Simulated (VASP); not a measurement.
Computed with PBE GGA with D3 dispersion (zero damping), VASP's PBE PAW potentials (set 64) (plane waves; VASP 6.6.1).

VASP input:

### INCAR
```
# general
SYSTEM =ZrO2
PREC   =Accurate
ENCUT  =520
LREAL  =.FALSE.
LASPH  =.TRUE.

# electronic loop
EDIFF  =1E-7
NELM   =100
ALGO   =Normal
LMAXMIX=4

# smearing
ISMEAR =-5

# functional
GGA    =PE
IVDW   =11

# ions
ISIF   =2

# output
LWAVE  =.FALSE.
LCHARG =.TRUE.
LORBIT =11
NEDOS  =601

# other
LEFG   =.TRUE.
```

KPOINTS:
```
Automatic mesh
0
Gamma
 8 8 8
```

**POSCAR**
```
ZrO2
1
    0.0000000000     2.5481715604     2.5481715604
    2.5481715604     0.0000000000     2.5481715604
    2.5481715604     2.5481715604     0.0000000000
Zr O
1 2
Direct
  0.0000000000   0.0000000000   0.0000000000
  0.2500000000   0.2500000000   0.2500000000
  0.7500000000   0.7500000000   0.7500000000
```

POTCAR, in this order: Zr_sv O (PBE.64 set). Program: vasp_std.

Output

### OSZICAR
```
       N       E                     dE             d eps       ncg     rms          rms(c)
DAV:   1     0.191440372247E+03    0.19144E+03   -0.14537E+04   928   0.153E+03
DAV:   2    -0.273351226634E+02   -0.21878E+03   -0.21627E+03  1216   0.389E+02
DAV:   3    -0.347169327429E+02   -0.73818E+01   -0.73762E+01  1392   0.732E+01
DAV:   4    -0.349129782257E+02   -0.19605E+00   -0.19601E+00  1304   0.908E+00
DAV:   5    -0.349154557299E+02   -0.24775E-02   -0.24775E-02  1224   0.901E-01    0.247E+01
DAV:   6    -0.286334998191E+02    0.62820E+01   -0.36236E+01  1032   0.469E+01    0.981E+00
DAV:   7    -0.285885938003E+02    0.44906E-01   -0.14105E+00  1304   0.973E+00    0.615E+00
DAV:   8    -0.285615457933E+02    0.27048E-01   -0.16778E-01  1216   0.431E+00    0.452E-01
DAV:   9    -0.285623267183E+02   -0.78092E-03   -0.15756E-02  1288   0.896E-01    0.322E-01
DAV:  10    -0.285634587062E+02   -0.11320E-02   -0.51894E-03  1112   0.725E-01    0.150E-01
DAV:  11    -0.285634721104E+02   -0.13404E-04   -0.17295E-03  1240   0.347E-01    0.140E-01
DAV:  12    -0.285634148137E+02    0.57297E-04   -0.31937E-04   976   0.144E-01    0.573E-03
DAV:  13    -0.285634164751E+02   -0.16614E-05   -0.14910E-05  1280   0.283E-02    0.404E-03
DAV:  14    -0.285634167211E+02   -0.24608E-06   -0.28426E-06  1120   0.112E-02    0.558E-03
DAV:  15    -0.285634165190E+02    0.20218E-06   -0.28793E-07  1032   0.496E-03    0.677E-04
DAV:  16    -0.285634165065E+02    0.12501E-07   -0.13040E-08   608   0.102E-03
   1 F= -.29129778E+02 E0= -.29129778E+02  d E =0.000000E+00
```

### OUTCAR
```
------------------------ aborting loop because EDIFF is reached ----------------------------------------
 Edisp (eV)   -0.56636
  FORCE on cell =-STRESS in cart. coord.  units (eV):
  Direction    XX          YY          ZZ          XY          YZ          ZX
  --------------------------------------------------------------------------------------
  Total      -0.00730    -0.00730    -0.00730     0.00000     0.00000    -0.00000
  in kB      -0.35352    -0.35352    -0.35352     0.00000     0.00000    -0.00000
  external pressure =       -0.35 kB  Pullay stress =        0.00 kB
  volume of cell :       33.09
      direct lattice vectors                 reciprocal lattice vectors
     0.000000000  2.548171560  2.548171560    -0.196219127  0.196219127  0.196219127
     2.548171560  0.000000000  2.548171560     0.196219127 -0.196219127  0.196219127
     2.548171560  2.548171560  0.000000000     0.196219127  0.196219127 -0.196219127
 POSITION                                       TOTAL-FORCE (eV/Angst)
 -----------------------------------------------------------------------------------
      0.00000      0.00000      0.00000         0.000000      0.000000      0.000000
      1.27409      1.27409      1.27409        -0.000000     -0.000000     -0.000000
      3.82226      3.82226      3.82226         0.000000      0.000000      0.000000
 -----------------------------------------------------------------------------------
    total drift:                                0.000000      0.000000      0.000000
  FREE ENERGIE OF THE ION-ELECTRON SYSTEM (eV)
  ---------------------------------------------------
  free  energy   TOTEN  =       -29.1297775418 eV

  energy  without entropy=      -29.1297775418  energy(sigma->0) =      -29.12977754

 total charge

# of ion       s       p       d       tot
------------------------------------------
    1        2.168   6.050   1.302   9.520
    2        1.564   3.536   0.000   5.100
    3        1.564   3.536   0.000   5.100
--------------------------------------------------
tot          5.296  13.123   1.302  19.721

 Electric field gradients after diagonalization (V/A^2)
 (convention: |V_zz| > |V_xx| > |V_yy|)
----------------------------------------------------------------------
 ion       V_xx      V_yy      V_zz     asymmetry (V_yy - V_xx)/ V_zz
----------------------------------------------------------------------
   1      -0.000    -0.000     0.000       0.000
   2       0.001     0.001    -0.003       0.000
   3       0.001     0.001    -0.003       0.000
```
(Selected blocks of OUTCAR.)

The compound is ZrO2 in the fluorite structure, the high-temperature cubic form, which is unstable at 0 K; the monoclinic form is the stable one. It was relaxed first.
